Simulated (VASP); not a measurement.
# Mg2Si (Fm-3m) in VASP: a series of runs, part 2 of 2

VASP 6.6.1. Earlier steps stand in the parts before.

### Step 3. Band structure, HSE06

POSCAR reads:

```
Mg2Si                                   
1.0
   -0.0000000000      3.1590997494      3.1590997494
    3.1590997494      0.0000000000      3.1590997494
    3.1590997494      3.1590997494     -0.0000000000
  Si              Mg            
     1     2
Direct
     0.0000000000000000    0.0000000000000000    0.0000000000000000
     0.2500000000000000    0.2500000000000000    0.2500000000000000
     0.7500000000000000    0.7500000000000000    0.7500000000000000
```

INCAR.step1 reads:

```
SYSTEM = Mg2Si
ALGO     = Normal         ! electronic algorithm
EDIFF    = 1E-5           ! SCF threshold, eV
ENCUT    = 520            ! plane-wave cutoff, eV
GGA      = PE             ! functional
ISIF     = 2              ! what is computed and relaxed
ISMEAR   = 0              ! smearing method
KPAR     = 4            
LASPH    = .True.         ! aspherical terms in the spheres
LCHARG   = .False.        ! write CHGCAR
LREAL    = .False.        ! projectors in reciprocal space
LWAVE    = .True.         ! write WAVECAR
NELM     = 60             ! most SCF steps
PREC     = Accurate       ! precision mode
SIGMA    = 0.02           ! smearing width, eV
```

INCAR.step2 reads:

```
SYSTEM = Mg2Si
ALGO     = Normal         ! electronic algorithm
EDIFF    = 1E-7           ! SCF threshold, eV
ENCUT    = 520            ! plane-wave cutoff, eV
GGA      = PE             ! functional
HFSCREEN = 0.2            ! screening, 1/A
ISIF     = 2              ! what is computed and relaxed
ISMEAR   = 0              ! smearing method
ISTART   = 1            
KPAR     = 4            
LASPH    = .True.         ! aspherical terms in the spheres
LCHARG   = .False.        ! write CHGCAR
LHFCALC  = .True.         ! exact exchange
LREAL    = .False.        ! projectors in reciprocal space
LWAVE    = .False.        ! write WAVECAR
NELM     = 60             ! most SCF steps
PREC     = Accurate       ! precision mode
PRECFOCK = Fast         
SIGMA    = 0.02           ! smearing width, eV
```

KPOINTS reads:

```
k-points
0
Gamma
  6 6 6
  0 0 0
```

KPOINTS_OPT reads:

```
path GXWKGLUWLK,UX
12
line-mode
reciprocal
 0.0000000000  0.0000000000  0.0000000000  G
 0.5000000000  0.0000000000  0.5000000000  X

 0.5000000000  0.0000000000  0.5000000000  X
 0.5000000000  0.2500000000  0.7500000000  W

 0.5000000000  0.2500000000  0.7500000000  W
 0.3750000000  0.3750000000  0.7500000000  K

 0.3750000000  0.3750000000  0.7500000000  K
 0.0000000000  0.0000000000  0.0000000000  G

 0.0000000000  0.0000000000  0.0000000000  G
 0.5000000000  0.5000000000  0.5000000000  L

 0.5000000000  0.5000000000  0.5000000000  L
 0.6250000000  0.2500000000  0.6250000000  U

 0.6250000000  0.2500000000  0.6250000000  U
 0.5000000000  0.2500000000  0.7500000000  W

 0.5000000000  0.2500000000  0.7500000000  W
 0.5000000000  0.5000000000  0.5000000000  L

 0.5000000000  0.5000000000  0.5000000000  L
 0.3750000000  0.3750000000  0.7500000000  K

 0.6250000000  0.2500000000  0.6250000000  U
 0.5000000000  0.0000000000  0.5000000000  X
```

Potentials or basis: VASP PAW PBE potentials, release 64 (Si, Mg).

On the command line:

```console
cat potpaw_PBE.64/Si/POTCAR potpaw_PBE.64/Mg/POTCAR > POTCAR
cp INCAR.step1 INCAR
mpirun -np 4 vasp_std > vasp.out
cp INCAR.step2 INCAR
mpirun -np 4 vasp_std > vasp.out
```

OUTCAR:

```text
SYSTEM = Mg2Si
   EDIFF = 1E-7
   ENCUT = 520
   GGA = PE
   HFSCREEN = 0.2
   ISIF = 2
   ISMEAR = 0
   ISTART = 1
   LASPH = .True.
   LHFCALC = .True.
   LREAL = .False.
   NELM = 60
   PREC = Accurate
   PRECFOCK = Fast

 ion  position               nearest neighbor table
   1  0.000  0.000  0.000-   3 2.74   3 2.74   3 2.74   2 2.74   3 2.74   2 2.74   2 2.74   2 2.74

   2  0.250  0.250  0.250-   1 2.74   1 2.74   1 2.74   1 2.74   3 3.16   3 3.16   3 3.16   3 3.16
                             3 3.16   3 3.16
   3  0.750  0.750  0.750-   1 2.74   1 2.74   1 2.74   1 2.74   2 3.16   2 3.16   2 3.16   2 3.16
                             2 3.16   2 3.16

  LATTYP: Found a face centered cubic cell.
 ALAT       =     6.3181994988

  Lattice vectors:

 A1 = (   0.0000000000,   3.1590997494,   3.1590997494)
 A2 = (   3.1590997494,   0.0000000000,   3.1590997494)
 A3 = (   3.1590997494,   3.1590997494,   0.0000000000)

Analysis of symmetry for initial positions (statically):
=====================================================================
 Subroutine PRICEL returns:
 Original cell was already a primitive cell.

 Routine SETGRP: Setting up the symmetry group for a
 face centered cubic supercell.

 Subroutine GETGRP returns: Found 48 space group operations
 (whereof 48 operations were pure point group operations)
 out of a pool of 48 trial point group operations.

The static configuration has the point symmetry O_h .

Analysis of symmetry for dynamics (positions and initial velocities):
=====================================================================
 Subroutine PRICEL returns:
 Original cell was already a primitive cell.

 Routine SETGRP: Setting up the symmetry group for a
 face centered cubic supercell.

 Subroutine GETGRP returns: Found 48 space group operations
 (whereof 48 operations were pure point group operations)
 out of a pool of 48 trial point group operations.

The dynamic configuration has the point symmetry O_h .

 Subroutine INISYM returns: Found 48 space group operations
 (whereof 48 operations are pure point group operations),
 and found     1 'primitive' translations

----------------------------------------------------------------------------------------

                                     Primitive cell

  volume of cell :      63.0551

  direct lattice vectors                    reciprocal lattice vectors
     0.000000000  3.159099749  3.159099749    -0.158272938  0.158272938  0.158272938
     3.159099749  0.000000000  3.159099749     0.158272938 -0.158272938  0.158272938
     3.159099749  3.159099749  0.000000000     0.158272938  0.158272938 -0.158272938

  length of vectors
     4.467641710  4.467641710  4.467641710     0.274136771  0.274136771  0.274136771

  position of ions in fractional coordinates (direct lattice)
     0.000000000  0.000000000  0.000000000
     0.250000000  0.250000000  0.250000000
     0.750000000  0.750000000  0.750000000

  ion indices of the primitive-cell ions
   primitive index   ion index
                 1           1
                 2           2
                 3           3

----------------------------------------------------------------------------------------

 KPOINTS: k-points
[... 46 lines left out ...]
   ions per type =               1   2
   NGX,Y,Z   is equivalent  to a cutoff of  13.40, 13.40, 13.40 a.u.
   NGXF,Y,Z  is equivalent  to a cutoff of  26.79, 26.79, 26.79 a.u.
 SYSTEM =  Mg2Si
   PREC   = accura    normal or accurate (medium, high low for compatibility)
   ISTART =      1    job   : 0-new  1-cont  2-samecut
   ICHARG =      0    charge: 1-file 2-atom 10-const
   ISPIN  =      1    spin polarized calculation?
   LNONCOLLINEAR =      F non collinear calculations
   LSORBIT =      F    spin-orbit coupling
   LASPH  =      T    aspherical Exc in radial PAW
   ENCUT  =  520.0 eV  38.22 Ry    6.18 a.u.   8.31  8.31  8.31*2*pi/ulx,y,z
   NELM   =     60;   NELMIN=  2; NELMDL=  0     # of ELM steps
   EDIFF  = 0.1E-06   stopping-criterion for ELM
   LREAL  =      F    real-space projection
   EDIFFG = 0.1E-05   stopping-criterion for IOM
   NSW    =      0    number of steps for IOM
   IBRION =     -1    ionic relax: 0-MD 1-quasi-New 2-CG
   NFREE  =      0    steps in history (QN), initial steepest desc. (CG)
   ISIF   =      2    stress and relaxation
   ISYM   =      3    0-nonsym 1-usesym 2-fastsym
   POTIM  = 0.5000    time-step for ionic-motion
   TEBEG  =    0.0;   TEEND  =   0.0 temperature during run
   PSTRESS=    0.0 pullay stress
   NELECT =       8.0000    total number of electrons
   NUPDOWN=      -1.0000    fix difference up-down
   EMIN   =  10.00;   EMAX   =-10.00  energy-range for DOS
   EFERMI =   0.00;   METHOD = LEGACY
   ISMEAR =     0;   SIGMA  =   0.02  broadening in eV -4-tet -1-fermi 0-gaus
   EFERMI_NEDOS =   21; number of points for ismear=-14 and -15
   IALGO  =     38    algorithm
   IMIX   =      1    mixing-type and parameters
     AMIX     =   0.40;   BMIX     =  1.00
     AMIX_MAG =   1.60;   BMIX_MAG =  1.00
  volume/ion in A,a.u.               =      21.02       141.84
  Fermi-wavevector in a.u.,A,eV,Ry     =   0.822618  1.554522  9.207065  0.676700
  Thomas-Fermi vector in A             =   1.933984
   LORBIT       =      0    0 simple, 1 ext, 2 COOP (PROOUT), +10 PAW based schemes
   GGA     = PE    functional components
   LHFCALC =     T    Hartree Fock is set to
   PRECFOCK=fast      Normal, Fast or Accurate (Low or Medium for compatibility)
   ENCUT4O =  -1.0   cutoff for four orbital integrals eV
   NKREDX  =     1    reduce k-point grid by
   NKREDY  =     1    reduce k-point grid by
   NKREDZ  =     1    reduce k-point grid by
   AEXX    =    0.2500 exact exchange contribution
   HFSCREEN=    0.2000 screening length (either q_TF or 0.3 A-1)
   HFSCREENC=   0.2000 screening length for correlation (either q_TF or 0.3 A-1)
   ENCUTFOCK=  -1.0 apply spherical cutoff to Coloumb kernel
   IVDW    =     0    specifies the selected vdW correction
   LEPSILON=     F    determine dielectric tensor
   LRPA    =     F    only Hartree local field effects (RPA)
 non-spin polarized calculation
 Gauss-broadening in eV      SIGMA  =   0.02
  energy-cutoff  :      520.00
  volume of cell :       63.06
 maximum number of plane-waves:      1724
 NGX is ok and might be reduce to    36
  NGX = 20; NGY = 20; NGZ = 20

 number of electron       8.0000000 magnetization

 Free energy of the ion-electron system (eV)
  ---------------------------------------------------
  ext. energy  EPLUGINS =         0.00000000
  ---------------------------------------------------
  free energy    TOTEN  =        -9.89544323 eV

  energy without entropy =       -9.89544323  energy(sigma->0) =       -9.89544323

 E-fermi :   3.5588     XC(G=0):  -7.3697

 val. band max:        3.4361986643   @ k =   0.0000   0.0000   0.0000
 cond. band min:       4.0031853862   @ k =   0.5000   0.5000   0.0000
 fundamental gap:      0.5669867219
 Fermi energy:         3.5588023357

 k-point     1 :       0.0000    0.0000    0.0000
  band No.  band energies     occupation
      1      -6.8907      2.00000
      2       3.4362      2.00000
      3       3.4362      2.00000
      4       3.4362      2.00000
      5       6.0346      0.00000
      6       6.6066      0.00000
      7       6.6066      0.00000
      8       6.6066      0.00000
[... 155 lines left out ...]
 k-point    16 :      -0.3333    0.5000    0.1667
  band No.  band energies     occupation
      1      -4.5703      2.00000
      2      -1.1099      2.00000
      3       0.1058      2.00000
      4       0.6298      2.00000
      5       5.6560      0.00000
      6       6.1754      0.00000
      7       9.2962      0.00000
      8       9.4853      0.00000

------------------------ aborting loop because EDIFF is reached ----------------------------------------

  FORCE on cell =-STRESS in cart. coord.  units (eV):
  Direction    XX          YY          ZZ          XY          YZ          ZX
  --------------------------------------------------------------------------------------
  -------------------------------------------------------------------------------------
  Total        0.1161394      0.1161394      0.1161394      0.0000000      0.0000000     -0.0000000
  in kB        2.9510061      2.9510061      2.9510061      0.0000000      0.0000000     -0.0000000
  external PRESSURE =       2.9510061 kB  Pullay stress =       0.0000000 kB

 VOLUME and BASIS-vectors are now :
 -----------------------------------------------------------------------------
  energy-cutoff  :      520.00
  volume of cell :       63.06
      direct lattice vectors                 reciprocal lattice vectors
     0.000000000  3.159099749  3.159099749    -0.158272938  0.158272938  0.158272938
     3.159099749  0.000000000  3.159099749     0.158272938 -0.158272938  0.158272938
     3.159099749  3.159099749  0.000000000     0.158272938  0.158272938 -0.158272938

 POSITION                                       TOTAL-FORCE (eV/Angst)
 -----------------------------------------------------------------------------------
      0.00000      0.00000      0.00000        -0.000000     -0.000000     -0.000000
      1.57955      1.57955      1.57955         0.000000      0.000000      0.000000
      4.73865      4.73865      4.73865        -0.000000     -0.000000     -0.000000
 -----------------------------------------------------------------------------------
    total drift:                               -0.000000     -0.000000     -0.000000

  FREE ENERGIE OF THE ION-ELECTRON SYSTEM (eV)
  ---------------------------------------------------
  free  energy   TOTEN  =        -9.8954432257 eV

  energy  without entropy=       -9.8954432257  energy(sigma->0) =       -9.89544323
```

Wall time 7.7 min (4 MPI ranks of Intel Xeon Platinum 8488C (Sapphire Rapids), shared host); peak memory 0.4 GiB.

What came out:

* Free energy: -9.8954 eV
* Pressure: 0.3 GPa
* Band gap on the k mesh: 0.57 eV, indirect (least direct gap 2.60 eV)
* Band gap along the path: 0.57 eV, indirect (least direct gap 2.60 eV)

Levels at the corners of the path, in eV from the valence-band top:
| point | band 2 | band 3 | band 4 | band 5 | band 6 | band 7 |
| --- | --- | --- | --- | --- | --- | --- |
| Γ | 0.00 | 0.00 | 0.00 | 2.60 | 3.17 | 3.17 |
| X | -4.98 | -2.20 | -2.20 | 0.57 | 0.89 | 9.00 |
| X | -4.98 | -2.20 | -2.20 | 0.57 | 0.89 | 9.00 |
| W | -4.02 | -4.02 | -2.96 | 3.21 | 4.31 | 4.31 |
| W | -4.02 | -4.02 | -2.96 | 3.21 | 4.31 | 4.31 |
| K | -4.49 | -3.84 | -1.83 | 1.15 | 3.63 | 6.72 |
| K | -4.49 | -3.84 | -1.83 | 1.15 | 3.63 | 6.71 |
| Γ | 0.00 | 0.00 | 0.00 | 2.60 | 3.17 | 3.17 |
| Γ | 0.00 | 0.00 | 0.00 | 2.60 | 3.17 | 3.17 |
| L | -5.37 | -0.79 | -0.79 | 1.88 | 3.13 | 3.13 |
| L | -5.37 | -0.79 | -0.79 | 1.88 | 3.13 | 3.13 |
| U | -4.49 | -3.84 | -1.83 | 1.15 | 3.63 | 6.71 |
| U | -4.49 | -3.84 | -1.83 | 1.15 | 3.63 | 6.72 |
| W | -4.02 | -4.02 | -2.96 | 3.21 | 4.31 | 4.31 |
| W | -4.02 | -4.02 | -2.96 | 3.21 | 4.31 | 4.31 |
| L | -5.37 | -0.79 | -0.79 | 1.88 | 3.13 | 3.13 |
| L | -5.37 | -0.79 | -0.79 | 1.88 | 3.13 | 3.13 |
| K | -4.49 | -3.84 | -1.83 | 1.15 | 3.63 | 6.71 |
| U | -4.49 | -3.84 | -1.83 | 1.15 | 3.63 | 6.71 |
| X | -4.98 | -2.20 | -2.20 | 0.57 | 0.89 | 9.00 |

Caveat: the PAW data sets were made with another functional, which shifts forces and pressure a little.
